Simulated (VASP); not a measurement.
# CH4 in VASP: a series of runs

One molecule, CH4, is run at these levels: RPBE, RPBE+D3(BJ), r2SCAN+rVV10, optB86b-vdW; tasks: single point.

Program: VASP 6.6.1. These are calculated values, not measurements. Logs are shortened: lines on timing, memory, paths and dates and some standing lists are left out, and cuts for length are marked.

### Step 1. The structure

The cell holds a molecule in a box, 5 atoms: a = 12.228 Å, b = 12.728 Å, c = 13.228 Å, α = 90.00°, β = 90.00°, γ = 90.00°.

### Step 2. Single point, RPBE

INCAR reads:

```
PREC = Accurate ; ENCUT = 400
EDIFF = 1E-6 ; ISMEAR = 0
SIGMA = 0.01 ; LREAL = F
LASPH = T ; NELM = 60
ALGO = Normal ; ISIF = 2
LWAVE = F ; LCHARG = F
GGA = RP ; ISYM = 0
```

KPOINTS reads:

```
Automatic mesh
0
Gamma
  1 1 1
```

POSCAR reads:

```
H4C                                     
1.0
   12.2281593986      0.0000000000      0.0000000000
    0.0000000000     12.7281593986      0.0000000000
    0.0000000000      0.0000000000     13.2281593986
  C               H             
     1     4
Selective dynamics
Direct
     0.4999999746000015    0.5039282365999966    0.5000000189000033   F   F   F
     0.5175708269184045    0.4283349468105569    0.5363496100524913   T   T   T
     0.5626918526272578    0.5613365026359454    0.5215855742804186   T   T   T
     0.4194438229631525    0.5320815085159358    0.5244263268415585   T   T   T
     0.5002936827272529    0.4939601887540403    0.4176372127277979   T   T   T
```

Potentials or basis: VASP PAW PBE potentials, release 64 (C, H).

The run is started by

```
> cat potpaw_PBE.64/C/POTCAR potpaw_PBE.64/H/POTCAR > POTCAR
> mpirun -np 1 vasp_gam > vasp.out
```

OUTCAR:

```text
PREC = Accurate
   ENCUT = 400
   EDIFF = 1E-6
   ISMEAR = 0
   LREAL = F
   LASPH = T
   NELM = 60
   ISIF = 2
   GGA = RP
   ISYM = 0

 ion  position               nearest neighbor table
   1  0.500  0.504  0.500-   2 1.10   5 1.10   4 1.10   3 1.10
   2  0.518  0.428  0.536-   1 1.10
   3  0.563  0.561  0.522-   1 1.10
   4  0.419  0.532  0.524-   1 1.10
   5  0.500  0.494  0.418-   1 1.10

IMPORTANT INFORMATION: All symmetrisations will be switched off!
NOSYMM: (Re-)initialisation of all symmetry stuff for point group C_1.

----------------------------------------------------------------------------------------

                                     Primitive cell

  volume of cell :    2058.8567

  direct lattice vectors                    reciprocal lattice vectors
    12.228159399  0.000000000  0.000000000     0.081778456  0.000000000  0.000000000
     0.000000000 12.728159399  0.000000000     0.000000000  0.078565955  0.000000000
     0.000000000  0.000000000 13.228159399     0.000000000  0.000000000  0.075596307

  length of vectors
    12.228159399 12.728159399 13.228159399     0.081778456  0.078565955  0.075596307

  position of ions in fractional coordinates (direct lattice)
     0.499999975  0.503928237  0.500000019
     0.517570827  0.428334947  0.536349610
     0.562691853  0.561336503  0.521585574
     0.419443823  0.532081509  0.524426327
     0.500293683  0.493960189  0.417637213

  ion indices of the primitive-cell ions
   primitive index   ion index
                 1           1
                 2           2
                 3           3
                 4           4
                 5           5

----------------------------------------------------------------------------------------

 KPOINTS: Automatic mesh

Automatic generation of k-mesh.
 Grid dimensions read from file:
 generate k-points for:    1    1    1

 Generating k-lattice:

  Cartesian coordinates                     Fractional coordinates (reciprocal lattice)
     0.081778456  0.000000000  0.000000000     1.000000000  0.000000000  0.000000000
     0.000000000  0.078565955  0.000000000     0.000000000  1.000000000  0.000000000
     0.000000000  0.000000000  0.075596307     0.000000000  0.000000000  1.000000000

  Length of vectors
     0.081778456  0.078565955  0.075596307

  Shift w.r.t. Gamma in fractional coordinates (k-lattice)
     0.000000000  0.000000000  0.000000000

 Subroutine IBZKPT returns following result:
 ===========================================

 Found      1 irreducible k-points:

 Following reciprocal coordinates:
            Coordinates               Weight
  0.000000  0.000000  0.000000      1.000000
   k-points           NKPTS =      1   k-points in BZ     NKDIM =      1   number of bands    NBANDS=      8
   number of dos      NEDOS =    301   number of ions     NIONS =      5
   total plane-waves  NPLWV = 604800
   dimension x,y,z NGX =    80 NGY =   84 NGZ =   90
   dimension x,y,z NGXF=   160 NGYF=  168 NGZF=  180
   ions per type =               1   4
   NGX,Y,Z   is equivalent  to a cutoff of  10.88, 10.97, 11.31 a.u.
   NGXF,Y,Z  is equivalent  to a cutoff of  21.75, 21.94, 22.62 a.u.
 SYSTEM =  unknown system
   PREC   = accura    normal or accurate (medium, high low for compatibility)
   ISTART =      0    job   : 0-new  1-cont  2-samecut
   ICHARG =      2    charge: 1-file 2-atom 10-const
   ISPIN  =      1    spin polarized calculation?
   LNONCOLLINEAR =      F non collinear calculations
   LSORBIT =      F    spin-orbit coupling
   LASPH  =      T    aspherical Exc in radial PAW
   ENCUT  =  400.0 eV  29.40 Ry    5.42 a.u.  19.94 20.76 21.57*2*pi/ulx,y,z
   NELM   =     60;   NELMIN=  2; NELMDL= -5     # of ELM steps
   EDIFF  = 0.1E-05   stopping-criterion for ELM
   LREAL  =      F    real-space projection
   EDIFFG = 0.1E-04   stopping-criterion for IOM
   NSW    =      0    number of steps for IOM
   IBRION =     -1    ionic relax: 0-MD 1-quasi-New 2-CG
   NFREE  =      0    steps in history (QN), initial steepest desc. (CG)
   ISIF   =      2    stress and relaxation
   ISYM   =      0    0-nonsym 1-usesym 2-fastsym
   POTIM  = 0.5000    time-step for ionic-motion
   TEBEG  =    0.0;   TEEND  =   0.0 temperature during run
   PSTRESS=    0.0 pullay stress
   NELECT =       8.0000    total number of electrons
   NUPDOWN=      -1.0000    fix difference up-down
   EMIN   =  10.00;   EMAX   =-10.00  energy-range for DOS
   EFERMI =   0.00;   METHOD = LEGACY
   ISMEAR =     0;   SIGMA  =   0.01  broadening in eV -4-tet -1-fermi 0-gaus
   EFERMI_NEDOS =   21; number of points for ismear=-14 and -15
   IALGO  =     38    algorithm
   IMIX   =      4    mixing-type and parameters
     AMIX     =   0.40;   BMIX     =  1.00
     AMIX_MAG =   1.60;   BMIX_MAG =  1.00
  volume/ion in A,a.u.               =     411.77      2778.77
  Fermi-wavevector in a.u.,A,eV,Ry     =   0.257373  0.486364  0.901261  0.066241
  Thomas-Fermi vector in A             =   1.081771
   LORBIT       =      0    0 simple, 1 ext, 2 COOP (PROOUT), +10 PAW based schemes
   GGA     = RP    functional components
   LHFCALC =     F    Hartree Fock is set to
   AEXX    =    0.0000 exact exchange contribution
   IVDW    =     0    specifies the selected vdW correction
   LEPSILON=     F    determine dielectric tensor
   LRPA    =     F    only Hartree local field effects (RPA)
 non-spin polarized calculation
 Gauss-broadening in eV      SIGMA  =   0.01
  energy-cutoff  :      400.00
  volume of cell :     2058.86
 maximum number of plane-waves:     18669
 NGX is ok and might be reduce to    80
   NGX = 39   NGY = 41   NGZ = 43

 number of electron       7.9999996 magnetization

 Free energy of the ion-electron system (eV)
  ---------------------------------------------------
  ext. energy  EPLUGINS =         0.00000000
  ---------------------------------------------------
  free energy    TOTEN  =       -24.03117252 eV

  energy without entropy =      -24.03117252  energy(sigma->0) =      -24.03117252

 E-fermi :  -9.2687     XC(G=0):  -0.3734

 val. band max:       -9.3500460968   @ k =   0.0000   0.0000   0.0000
 cond. band min:      -0.5204707521   @ k =   0.0000   0.0000   0.0000
 fundamental gap:      8.8295753447
 Fermi energy:        -9.2687114381

 k-point     1 :       0.0000    0.0000    0.0000
  band No.  band energies     occupation
      1     -16.9883      2.00000
      2      -9.3502      2.00000
      3      -9.3501      2.00000
      4      -9.3500      2.00000
      5      -0.5205      0.00000
      6       0.4078      0.00000
      7       0.5647      0.00000
      8       0.6129      0.00000

------------------------ aborting loop because EDIFF is reached ----------------------------------------

  FORCE on cell =-STRESS in cart. coord.  units (eV):
  Direction    XX          YY          ZZ          XY          YZ          ZX
  --------------------------------------------------------------------------------------
  -------------------------------------------------------------------------------------
  Total       -0.3027020     -0.3017843     -0.2999402      0.0003445     -0.0000794      0.0003828
  in kB       -0.2355591     -0.2348449     -0.2334098      0.0002681     -0.0000618      0.0002979
  external PRESSURE =      -0.2346046 kB  Pullay stress =       0.0000000 kB

 VOLUME and BASIS-vectors are now :
 -----------------------------------------------------------------------------
  energy-cutoff  :      400.00
  volume of cell :     2058.86
      direct lattice vectors                 reciprocal lattice vectors
    12.228159399  0.000000000  0.000000000     0.081778456  0.000000000  0.000000000
     0.000000000 12.728159399  0.000000000     0.000000000  0.078565955  0.000000000
     0.000000000  0.000000000 13.228159399     0.000000000  0.000000000  0.075596307

 POSITION                                       TOTAL-FORCE (eV/Angst)
 -----------------------------------------------------------------------------------
      6.11408      6.41408      6.61408        -0.000203      0.000155      0.000436
      6.32894      5.45192      7.09492         0.009689     -0.042752      0.021258
      6.88069      7.14478      6.89962         0.033950      0.032613      0.012608
      5.12903      6.77242      6.93720        -0.043796      0.015892      0.013830
      6.11767      6.28720      5.52457         0.000361     -0.005908     -0.048132
 -----------------------------------------------------------------------------------
    total drift:                                0.000121      0.000713      0.000122

  FREE ENERGIE OF THE ION-ELECTRON SYSTEM (eV)
  ---------------------------------------------------
  free  energy   TOTEN  =       -24.0311725221 eV

  energy  without entropy=      -24.0311725221  energy(sigma->0) =      -24.03117252
```

Wall time 43 s (1 thread of AMD EPYC 9R45 (Zen 5), shared host); peak memory 0.97 GiB.

Results:

- Free energy: -24.0312 eV
- Largest force: 0.049 eV/Å
- Gap between the frontier levels: 8.83 eV

Forces in eV/Å, atoms in the order of the input:
```
C    0.000  0.000  0.000
H    0.010 -0.043  0.021
H    0.034  0.033  0.013
H   -0.044  0.016  0.014
H    0.000 -0.006 -0.048
```

Levels at points of the mesh, in eV from the valence-band top:
| k point | band 2 | band 3 | band 4 | band 5 | band 6 | band 7 |
| --- | --- | --- | --- | --- | --- | --- |
| (0.00, 0.00, 0.00) | 0.00 | 0.00 | 0.00 | 8.83 | 9.76 | 9.91 |

Caveat: the cutoff is under 1.25 times the usual one of these potentials, so pressure, stress and relaxed cells hold a basis-set (Pulay) error; the PAW data sets were made with another functional, which shifts forces and pressure a little. Expect the measured gap to be larger: semilocal functionals such as RPBE lack the derivative discontinuity.

### Step 3. Single point, RPBE+D3(BJ)

INCAR: that of step 2 with these lines changed.

```diff
@@ -6,2 +6,3 @@
 LWAVE = F ; LCHARG = F
-GGA = RP ; ISYM = 0
+GGA = RP ; IVDW = 12
+ISYM = 0
```

KPOINTS is that of step 2.

POSCAR is that of step 2.

Potentials or basis: VASP PAW PBE potentials, release 64 (C, H).

The run is started by

```
> cat potpaw_PBE.64/C/POTCAR potpaw_PBE.64/H/POTCAR > POTCAR
> mpirun -np 1 vasp_gam > vasp.out
```

Wall time 43 s (1 thread of AMD EPYC 9R45 (Zen 5), shared host); peak memory 0.97 GiB.

Results (log left out):

```
Free energy                     : -24.2085 eV
Largest force                   : 0.039 eV/Å
Gap between the frontier levels : 8.83 eV
Dispersion energy per atom      : -0.035 eV
```

Forces on the atoms (eV/Å):
```
C    0.000  0.000  0.000
H    0.008 -0.034  0.017
H    0.027  0.026  0.010
H   -0.035  0.013  0.011
H    0.000 -0.005 -0.038
```

Levels at points of the mesh, in eV from the valence-band top:
```csv
k point,band 1,band 2,band 3,band 4,band 5,band 6,band 7,band 8
"(0.00, 0.00, 0.00)",-7.64,0.00,0.00,0.00,8.83,9.76,9.91,9.96
```

Caveat: the cutoff is under 1.25 times the usual one of these potentials, so pressure, stress and relaxed cells hold a basis-set (Pulay) error; the PAW data sets were made with another functional, which shifts forces and pressure a little.

### Step 4. Single point, r2SCAN+rVV10

INCAR: that of step 3 with these lines changed.

```diff
@@ -6,3 +6,5 @@
 LWAVE = F ; LCHARG = F
-GGA = RP ; IVDW = 12
+METAGGA = R2SCAN ; LMIXTAU = T
+LUSE_VDW = T ; IVDW_NL = 2
+BPARAM = 11.95 ; CPARAM = 0.0093
 ISYM = 0
```

KPOINTS is that of step 3.

POSCAR is that of step 3.

The run is started by

```
> cat potpaw_PBE.64/C/POTCAR potpaw_PBE.64/H/POTCAR > POTCAR
> mpirun -np 1 vasp_gam > vasp.out
```

Run time: 21 min. Hardware: 1 thread of AMD EPYC 9R45 (Zen 5), shared host; peak memory 3.3 GiB.

Results (log left out):

| Quantity | Value |
| --- | --- |
| Free energy | -24.6375 eV |
| Largest force | 0.230 eV/Å |
| Gap between the frontier levels | 9.70 eV |

Forces in eV/Å, atoms in the order of the input:
```
C    0.000  0.001  0.000
H   -0.044  0.201 -0.100
H   -0.161 -0.153 -0.059
H    0.206 -0.076 -0.069
H   -0.001  0.026  0.228
```

Levels at points of the mesh, in eV from the valence-band top:
| k point | band 2 | band 3 | band 4 | band 5 | band 6 | band 7 |
| --- | --- | --- | --- | --- | --- | --- |
| (0.00, 0.00, 0.00) | 0.00 | 0.00 | 0.00 | 9.70 | 10.51 | 10.61 |

Caveat: the cutoff is under 1.25 times the usual one of these potentials, so pressure, stress and relaxed cells hold a basis-set (Pulay) error; the PAW data sets were made with another functional, which shifts forces and pressure a little. r2SCAN opens gaps a little over a GGA but as a rule still falls short of measured ones.

### Step 5. Single point, optB86b-vdW

INCAR reads:

```
PREC = Accurate ; ENCUT = 400
EDIFF = 1E-6 ; ISMEAR = 0
SIGMA = 0.01 ; LREAL = F
LASPH = T ; NELM = 60
ALGO = Normal ; ISIF = 2
LWAVE = F ; LCHARG = F
GGA = MK ; LUSE_VDW = T
AGGAC = 0.0 ; PARAM1 = 0.1234
PARAM2 = 1.0 ; ISYM = 0
```

KPOINTS is that of step 4.

POSCAR is that of step 4.

The run is started by

```
> cat potpaw_PBE.64/C/POTCAR potpaw_PBE.64/H/POTCAR > POTCAR
> mpirun -np 1 vasp_gam > vasp.out
```

Wall time 12 min (1 thread of AMD EPYC 9R45 (Zen 5), shared host); peak memory 3.6 GiB.

It converged, with:

```yaml
Free_energy: -22.3292 eV
Largest_force: 0.039 eV/Å
Gap_between_the_frontier_levels: 8.67 eV
```

Forces in eV/Å, atoms in the order of the input:
```
C    0.000  0.000  0.001
H    0.008 -0.034  0.017
H    0.027  0.026  0.010
H   -0.035  0.013  0.011
H    0.000 -0.005 -0.039
```

Levels at points of the mesh, in eV from the valence-band top:
```
           k point  band 1  band 2  band 3  band 4  band 5  band 6  band 7  band 8
(0.00, 0.00, 0.00)   -7.54    0.00    0.00    0.00    8.67    9.68    9.72    9.77
```

Caveat: the cutoff is under 1.25 times the usual one of these potentials, so pressure, stress and relaxed cells hold a basis-set (Pulay) error; the PAW data sets were made with another functional, which shifts forces and pressure a little.

### Step 6. Summary

| level | gap on the mesh (eV) | largest force (eV/Å) |
| --- | --- | --- |
| RPBE | 8.83 | 0.05 |
| RPBE+D3(BJ) | 8.83 | 0.04 |
| r2SCAN+rVV10 | 9.70 | 0.23 |
| optB86b-vdW | 8.67 | 0.04 |

Alike in all rows: task single point; potentials or basis VASP PAW PBE potentials, release 64 (C, H); no spin polarisation; cell as given; k mesh 1 × 1 × 1; cutoff (eV) 400; smearing gaussian 0.01 eV.

On the cell as given the gap runs from 8.67 eV (optB86b-vdW) to 9.70 eV (r2SCAN+rVV10).

Caveats: the cutoff is under 1.25 times the usual one of these potentials, so pressure, stress and relaxed cells hold a basis-set (Pulay) error; the PAW data sets were made with another functional, which shifts forces and pressure a little.

Total energies depend on the potentials used, so only differences within one code and one set of settings carry meaning.
